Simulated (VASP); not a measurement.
# ZnS (F-43m) in VASP: notebook

One crystal, ZnS, is run at these levels: r2SCAN, LAK, r2SCAN+rVV10; tasks: relaxation of cell and atoms.

Everything below comes from runs of VASP 6.6.1. Logs are shortened: lines on timing, memory, paths and dates and some standing lists are left out, and cuts for length are marked.

### Step 1. The crystal as given

It takes space group F-43m (No. 216, cubic). Conventional cell: a = 5.404 Å, b = 5.404 Å, c = 5.404 Å, α = 90.00°, β = 90.00°, γ = 90.00°. Zn (site symmetry -43m) has 4 S at 2.34 Å as nearest neighbours. S (site symmetry -43m) is surrounded by 4 Zn at 2.34 Å.

### Step 2. Relaxation of cell and atoms, r2SCAN

Contents of INCAR:

```
PREC = Accurate ; ENCUT = 600
EDIFF = 1E-6 ; ISMEAR = 0
SIGMA = 0.05 ; LREAL = False
LASPH = True ; NELM = 60
ALGO = Normal ; ISIF = 3
LWAVE = False ; LCHARG = False
METAGGA = R2SCAN ; LMIXTAU = True
IBRION = 2 ; NSW = 60
EDIFFG = -0.01
```

Contents of KPOINTS:

```
regular mesh
0
Gamma
  9 9 9
```

Contents of POSCAR:

```
ZnS
1.0
    0.0000000000      2.7020000000      2.7020000000
    2.7020000000      0.0000000000      2.7020000000
    2.7020000000      2.7020000000      0.0000000000
Zn S
1 1
Direct
    0.7500000000      0.7500000000      0.7500000000
    0.0000000000      0.0000000000      0.0000000000
```

Potentials or basis: VASP PAW PBE potentials, release 64 (Zn, S).

The run is started by

```bash
> cat potpaw_PBE.64/Zn/POTCAR potpaw_PBE.64/S/POTCAR > POTCAR
> mpirun -np 1 vasp_std > vasp.out
```

OUTCAR:

```text
PREC = Accurate
   ENCUT = 600
   EDIFF = 1E-6
   ISMEAR = 0
   LREAL = False
   LASPH = True
   NELM = 60
   ISIF = 3
   METAGGA = R2SCAN
   IBRION = 2
   NSW = 60
   EDIFFG = -0.01

 ion  position               nearest neighbor table
   1  0.750  0.750  0.750-   2 2.34   2 2.34   2 2.34   2 2.34
   2  0.000  0.000  0.000-   1 2.34   1 2.34   1 2.34   1 2.34

  LATTYP: Found a face centered cubic cell.
 ALAT       =     5.4040000000

  Lattice vectors:

 A1 = (   0.0000000000,   2.7020000000,   2.7020000000)
 A2 = (   2.7020000000,   0.0000000000,   2.7020000000)
 A3 = (   2.7020000000,   2.7020000000,   0.0000000000)

Analysis of symmetry for initial positions (statically):
=====================================================================
 Subroutine PRICEL returns:
 Original cell was already a primitive cell.

 Routine SETGRP: Setting up the symmetry group for a
 face centered cubic supercell.

 Subroutine GETGRP returns: Found 24 space group operations
 (whereof 24 operations were pure point group operations)
 out of a pool of 48 trial point group operations.

The static configuration has the point symmetry T_d .

Analysis of symmetry for dynamics (positions and initial velocities):
=====================================================================
 Subroutine PRICEL returns:
 Original cell was already a primitive cell.

 Routine SETGRP: Setting up the symmetry group for a
 face centered cubic supercell.

 Subroutine GETGRP returns: Found 24 space group operations
 (whereof 24 operations were pure point group operations)
 out of a pool of 48 trial point group operations.

The dynamic configuration has the point symmetry T_d .

 Subroutine INISYM returns: Found 24 space group operations
 (whereof 24 operations are pure point group operations),
 and found     1 'primitive' translations

----------------------------------------------------------------------------------------

                                     Primitive cell

  volume of cell :      39.4535

  direct lattice vectors                    reciprocal lattice vectors
     0.000000000  2.702000000  2.702000000    -0.185048113  0.185048113  0.185048113
     2.702000000  0.000000000  2.702000000     0.185048113 -0.185048113  0.185048113
     2.702000000  2.702000000  0.000000000     0.185048113  0.185048113 -0.185048113

  length of vectors
     3.821205046  3.821205046  3.821205046     0.320512733  0.320512733  0.320512733

  position of ions in fractional coordinates (direct lattice)
     0.750000000  0.750000000  0.750000000
     0.000000000  0.000000000  0.000000000

  ion indices of the primitive-cell ions
   primitive index   ion index
                 1           1
                 2           2

----------------------------------------------------------------------------------------

 KPOINTS: regular mesh

Automatic generation of k-mesh.
 Grid dimensions read from file:
 generate k-points for:    9    9    9

 Generating k-lattice:

  Cartesian coordinates                     Fractional coordinates (reciprocal lattice)
    -0.020560901  0.020560901  0.020560901     0.111111111  0.000000000  0.000000000
     0.020560901 -0.020560901  0.020560901     0.000000000  0.111111111  0.000000000
     0.020560901  0.020560901 -0.020560901     0.000000000  0.000000000  0.111111111

  Length of vectors
     0.035612526  0.035612526  0.035612526

  Shift w.r.t. Gamma in fractional coordinates (k-lattice)
     0.000000000  0.000000000  0.000000000

 Subroutine IBZKPT returns following result:
 ===========================================

 Found     35 irreducible k-points:

 Following reciprocal coordinates:
            Coordinates               Weight
  0.000000  0.000000  0.000000      1.000000
  0.111111  0.000000  0.000000      8.000000
  0.222222  0.000000  0.000000      8.000000
  0.333333  0.000000  0.000000      8.000000
  0.444444  0.000000  0.000000      8.000000
  0.111111  0.111111  0.000000      6.000000
[... 16 lines left out ...]
 -0.333333  0.333333  0.000000     12.000000
  0.444444  0.444444  0.000000      6.000000
 [... further k-points ...]
   k-points           NKPTS =     35   k-points in BZ     NKDIM =     35   number of bands    NBANDS=     13
   number of dos      NEDOS =    301   number of ions     NIONS =      2
   total plane-waves  NPLWV =  32768
   dimension x,y,z NGX =    32 NGY =   32 NGZ =   32
   dimension x,y,z NGXF=    64 NGYF=   64 NGZF=   64
   ions per type =               1   1
   NGX,Y,Z   is equivalent  to a cutoff of  13.92, 13.92, 13.92 a.u.
   NGXF,Y,Z  is equivalent  to a cutoff of  27.84, 27.84, 27.84 a.u.
 SYSTEM =  unknown system
   PREC   = accura    normal or accurate (medium, high low for compatibility)
   ISTART =      0    job   : 0-new  1-cont  2-samecut
   ICHARG =      2    charge: 1-file 2-atom 10-const
   ISPIN  =      1    spin polarized calculation?
   LNONCOLLINEAR =      F non collinear calculations
   LSORBIT =      F    spin-orbit coupling
   LASPH  =      T    aspherical Exc in radial PAW
   ENCUT  =  600.0 eV  44.10 Ry    6.64 a.u.   7.63  7.63  7.63*2*pi/ulx,y,z
   NELM   =     60;   NELMIN=  2; NELMDL= -5     # of ELM steps
   EDIFF  = 0.1E-05   stopping-criterion for ELM
   LREAL  =      F    real-space projection
   EDIFFG = -.1E-01   stopping-criterion for IOM
   NSW    =     60    number of steps for IOM
   IBRION =      2    ionic relax: 0-MD 1-quasi-New 2-CG
   NFREE  =      1    steps in history (QN), initial steepest desc. (CG)
   ISIF   =      3    stress and relaxation
   ISYM   =      2    0-nonsym 1-usesym 2-fastsym
   POTIM  = 0.5000    time-step for ionic-motion
   TEBEG  =    0.0;   TEEND  =   0.0 temperature during run
   PSTRESS=    0.0 pullay stress
   NELECT =      18.0000    total number of electrons
   NUPDOWN=      -1.0000    fix difference up-down
   EMIN   =  10.00;   EMAX   =-10.00  energy-range for DOS
   EFERMI =   0.00;   METHOD = LEGACY
   ISMEAR =     0;   SIGMA  =   0.05  broadening in eV -4-tet -1-fermi 0-gaus
   EFERMI_NEDOS =   21; number of points for ismear=-14 and -15
   IALGO  =     38    algorithm
   IMIX   =      4    mixing-type and parameters
     AMIX     =   0.40;   BMIX     =  1.00
     AMIX_MAG =   1.60;   BMIX_MAG =  1.00
  volume/ion in A,a.u.               =      19.73       133.12
  Fermi-wavevector in a.u.,A,eV,Ry     =   1.260290  2.381602 21.610537  1.588330
  Thomas-Fermi vector in A             =   2.393807
   LORBIT       =      0    0 simple, 1 ext, 2 COOP (PROOUT), +10 PAW based schemes
   METAGGA = R2SCAN    functional components
   LHFCALC =     F    Hartree Fock is set to
   AEXX    =    0.0000 exact exchange contribution
   IVDW    =     0    specifies the selected vdW correction
   LEPSILON=     F    determine dielectric tensor
   LRPA    =     F    only Hartree local field effects (RPA)
 conjugate gradient relaxation of ions
 non-spin polarized calculation
 Gauss-broadening in eV      SIGMA  =   0.05
  energy-cutoff  :      600.00
  volume of cell :       39.45
 maximum number of plane-waves:      1363
   NGX = 15   NGY = 15   NGZ = 15

--------------------------------------- Ionic step        1  -------------------------------------------

 number of electron      17.9999998 magnetization

 Free energy of the ion-electron system (eV)
  ---------------------------------------------------
  ext. energy  EPLUGINS =         0.00000000
  ---------------------------------------------------
  free energy    TOTEN  =       -18.86732242 eV

  energy without entropy =      -18.86732242  energy(sigma->0) =      -18.86732242

------------------------ aborting loop because EDIFF is reached ----------------------------------------

  FORCE on cell =-STRESS in cart. coord.  units (eV):
  Direction    XX          YY          ZZ          XY          YZ          ZX
  --------------------------------------------------------------------------------------
  -------------------------------------------------------------------------------------
  Total       -0.1884600     -0.1884600     -0.1884600      0.0000000     -0.0000000      0.0000000
  in kB       -7.6532134     -7.6532134     -7.6532134      0.0000000     -0.0000000      0.0000000
  external PRESSURE =      -7.6532134 kB  Pullay stress =       0.0000000 kB
[... 57 lines left out ...]
  energy  without entropy=      -18.8679093157  energy(sigma->0) =      -18.86790932

--------------------------------------- Ionic step        3  -------------------------------------------

 number of electron      17.9999994 magnetization

 Free energy of the ion-electron system (eV)
  ---------------------------------------------------
  ext. energy  EPLUGINS =         0.00000000
  ---------------------------------------------------
  free energy    TOTEN  =       -18.86811114 eV

  energy without entropy =      -18.86811114  energy(sigma->0) =      -18.86811114

 E-fermi :   2.2025     XC(G=0): -10.3285

 val. band max:        1.9135839065   @ k =   0.0000   0.0000   0.0000
 cond. band min:       4.6307200450   @ k =   0.0000   0.0000   0.0000
 fundamental gap:      2.7171361385
 Fermi energy:         2.2025120399

 k-point     1 :       0.0000    0.0000    0.0000
  band No.  band energies     occupation
      1     -11.8252      2.00000
      2      -4.6219      2.00000
      3      -4.6219      2.00000
      4      -4.6219      2.00000
      5      -4.0639      2.00000
      6      -4.0639      2.00000
      7       1.9136      2.00000
      8       1.9136      2.00000
      9       1.9136      2.00000
     10       4.6307      0.00000
     11       8.8101      0.00000
     12       8.8102      0.00000
     13       8.8102      0.00000
[... 353 lines left out ...]
 k-point    24 :       0.4444    0.4444    0.0000
  band No.  band energies     occupation
      1     -10.5861      2.00000
      2      -4.6323      2.00000
      3      -4.2681      2.00000
      4      -4.2680      2.00000
      5      -3.9866      2.00000
      6      -3.9076      2.00000
      7      -2.5658      2.00000
      8      -0.3409      2.00000
      9      -0.3409      2.00000
     10       5.6896      0.00000
     11       6.4551      0.00000
     12      13.4641      0.00000
     13      14.3078      0.00000

 [... further k-points ...]

------------------------ aborting loop because EDIFF is reached ----------------------------------------

  FORCE on cell =-STRESS in cart. coord.  units (eV):
  Direction    XX          YY          ZZ          XY          YZ          ZX
  --------------------------------------------------------------------------------------
  -------------------------------------------------------------------------------------
  Total        0.0058732      0.0058732      0.0058732      0.0000000     -0.0000000     -0.0000000
  in kB        0.2406284      0.2406284      0.2406284      0.0000000     -0.0000000     -0.0000000
  external PRESSURE =       0.2406284 kB  Pullay stress =       0.0000000 kB
[... 17 lines left out ...]
  FREE ENERGIE OF THE ION-ELECTRON SYSTEM (eV)
  ---------------------------------------------------
  free  energy   TOTEN  =       -18.8681111441 eV

  energy  without entropy=      -18.8681111441  energy(sigma->0) =      -18.86811114

 reached required accuracy - stopping structural energy minimisation
```

It took 67 s on 1 thread of Intel Xeon 6975P-C (Granite Rapids), shared host; peak memory 0.2 GiB.

What came out:

```
Free energy                            : -18.8681 eV
Relaxed volume                         : 19.55 Å³/atom
Relaxed cell                           : a = 3.810 Å, b = 3.810 Å, c = 3.810 Å, α = 60.00°, β = 60.00°, γ = 60.00°
Space group after relaxing (to 0.05 Å) : F-43m (No. 216)
Energy gained by relaxing              : 0.4 meV/atom
Ionic steps                            : 3
Pressure after relaxing                : 0.0 GPa
Band gap on the k mesh                 : 2.72 eV, direct
```

The path:
```tsv
step	energy change (eV)	largest force (eV/Å)	pressure (GPa)	volume (Å³)
1	0.0000	0.0000	-0.77	39.45
2	-0.0006	0.0000	0.44	38.92
3	-0.0008	0.0000	0.02	39.11
```

Final structure:
```
Zn S
1.0
     0.00000    2.69403    2.69403
     2.69403    0.00000    2.69403
     2.69403    2.69403    0.00000
Zn S
1 1
Direct
  0.75000 0.75000 0.75000
  0.00000 0.00000 0.00000
```

Caveat: the PAW data sets were made with another functional, which shifts forces and pressure a little.

### Step 3. Relaxation of cell and atoms, LAK

Contents of INCAR:

```
SYSTEM = ZnS
PREC = Accurate
ENCUT = 600
EDIFF = 1E-7
ISMEAR = 0
SIGMA = 0.05
LREAL = .False.
LASPH = .True.
NELM = 60
ALGO = Normal
ISIF = 3
LWAVE = .False.
LCHARG = .False.
METAGGA = LAK
LMIXTAU = .True.
IBRION = 2
NSW = 60
EDIFFG = -0.005
```

Contents of KPOINTS:

```
Automatic mesh
0
Gamma
  9 9 9
  0 0 0
```

POSCAR is that of step 2.

Potentials or basis: VASP PAW PBE potentials, release 64 (Zn, S).

The run is started by

```bash
> cat potpaw_PBE.64/Zn/POTCAR potpaw_PBE.64/S/POTCAR > POTCAR
> mpirun -np 1 vasp_std > vasp.out
```

Wall time 2 min (1 thread of Intel Xeon 6975P-C (Granite Rapids), shared host); peak memory 0.2 GiB.

The run converged. Its results:

```yaml
Free_energy: 10.4022 eV
Relaxed_volume: 20.33 Å³/atom
Relaxed_cell: a = 3.859 Å, b = 3.859 Å, c = 3.859 Å, α = 60.00°, β = 60.00°, γ = 60.00°
Space_group_after_relaxing_to_0.05_Å: F-43m (No. 216)
Energy_gained_by_relaxing: 5.1 meV/atom
Ionic_steps: 3
Pressure_after_relaxing: 0.0 GPa
Band_gap_on_the_k_mesh: 3.01 eV, direct
```

The path:
```
step  energy change (eV)  largest force (eV/Å)  pressure (GPa)  volume (Å³)
   1              0.0000                0.0000            2.74        39.45
   2             -0.0063                0.0000           -1.42        41.41
   3             -0.0101                0.0000            0.02        40.65
```

Final structure:
```cif
data_structure
_symmetry_space_group_name_H-M 'P 1'
_symmetry_Int_Tables_number 1
_cell_length_a 3.8595
_cell_length_b 3.8595
_cell_length_c 3.8595
_cell_angle_alpha 60.000
_cell_angle_beta 60.000
_cell_angle_gamma 60.000
_cell_volume 40.65
loop_
_atom_site_label
_atom_site_type_symbol
_atom_site_fract_x
_atom_site_fract_y
_atom_site_fract_z
_atom_site_occupancy
Zn1 Zn 0.75000 0.75000 0.75000 1
S1 S 0.00000 0.00000 0.00000 1
```

Levels at points of the mesh, in eV from the valence-band top:
```tsv
k point	band 6	band 7	band 8	band 9	band 10	band 11	band 12	band 13
(0.00, 0.00, 0.00)	-5.73	0.00	0.00	0.00	3.01	7.22	7.22	7.22
```

Caveat: the PAW data sets were made with another functional, which shifts forces and pressure a little.

### Step 4. Relaxation of cell and atoms, r2SCAN+rVV10

Contents of INCAR:

```
PREC = Accurate
ENCUT = 600
EDIFF = 1E-6
ISMEAR = 0
SIGMA = 0.05
LREAL = False
LASPH = True
NELM = 80
ALGO = Normal
ISIF = 3
LWAVE = False
LCHARG = False
METAGGA = R2SCAN
LMIXTAU = True
LUSE_VDW = True
IVDW_NL = 2
BPARAM = 11.95
CPARAM = 0.0093
IBRION = 2
NSW = 40
EDIFFG = -0.02
```

Contents of KPOINTS:

```
Automatic mesh
0
Gamma
  9 9 9
```

POSCAR is that of step 3.

The run is started by

```bash
> cat potpaw_PBE.64/Zn/POTCAR potpaw_PBE.64/S/POTCAR > POTCAR
> mpirun -np 1 vasp_std > vasp.out
```

Wall time 2.7 min (1 thread of Intel Xeon 6975P-C (Granite Rapids), shared host); peak memory 0.33 GiB.

The run converged. Its results:

```
Free energy                            : -18.3618 eV
Relaxed volume                         : 19.35 Å³/atom
Relaxed cell                           : a = 3.797 Å, b = 3.797 Å, c = 3.797 Å, α = 60.00°, β = 60.00°, γ = 60.00°
Space group after relaxing (to 0.05 Å) : F-43m (No. 216)
Energy gained by relaxing              : 1.9 meV/atom
Ionic steps                            : 3
Pressure after relaxing                : 0.0 GPa
Band gap on the k mesh                 : 2.71 eV, direct
```

The path:
| step | energy change (eV) | largest force (eV/Å) | pressure (GPa) | volume (Å³) |
| --- | --- | --- | --- | --- |
| 1 | 0.0000 | 0.0000 | -1.63 | 39.45 |
| 2 | -0.0029 | 0.0000 | 0.85 | 38.32 |
| 3 | -0.0037 | 0.0000 | 0.04 | 38.70 |

Final structure:
```xyz
2
Lattice="0.0000 2.6847 2.6847 2.6847 0.0000 2.6847 2.6847 2.6847 0.0000" Properties=species:S:1:pos:R:3 pbc="T T T"
Zn    4.0270    4.0270    4.0270
S     0.0000    0.0000    0.0000
```

Levels at points of the mesh, in eV from the valence-band top:
```tsv
k point	band 7	band 8	band 9	band 10	band 11	band 12
(0.00, 0.00, 0.00)	0.00	0.00	0.00	2.71	6.87	6.87
```

Caveat: the PAW data sets were made with another functional, which shifts forces and pressure a little.

### Step 5. For comparison

An earlier run on the cell as given: functional PBEsol; potentials or basis VASP PAW PBE potentials, release 64 (Zn, S); cutoff 520 eV; k mesh 9 × 9 × 9; occupations fermi-dirac, width 0.05 eV; no spin polarisation.

- Pressure: -1.8 GPa
- Band gap on the k mesh: 1.98 eV, direct

### Step 6. Summary

```csv
task,level,cell,cutoff (eV),smearing,ladder,gap on the mesh (eV),pressure (GPa),relaxed volume (Å³/atom)
relaxation of cell and atoms,r2SCAN,relaxed,600,gaussian 0.05 eV,-,2.72,0.0,19.55
relaxation of cell and atoms,LAK,relaxed,600,gaussian 0.05 eV,-,3.01,0.0,20.33
relaxation of cell and atoms,r2SCAN+rVV10,relaxed,600,gaussian 0.05 eV,-,2.71,0.0,19.35
single point,PBEsol,as given,520,fermi-dirac 0.05 eV,free,1.98,-1.8,-
```

Alike in all rows: potentials or basis VASP PAW PBE potentials, release 64 (Zn, S); no spin polarisation; k mesh 9 × 9 × 9.

Caveats: the PAW data sets were made with another functional, which shifts forces and pressure a little.

Absolute energies hang on the potentials; compare differences alone.
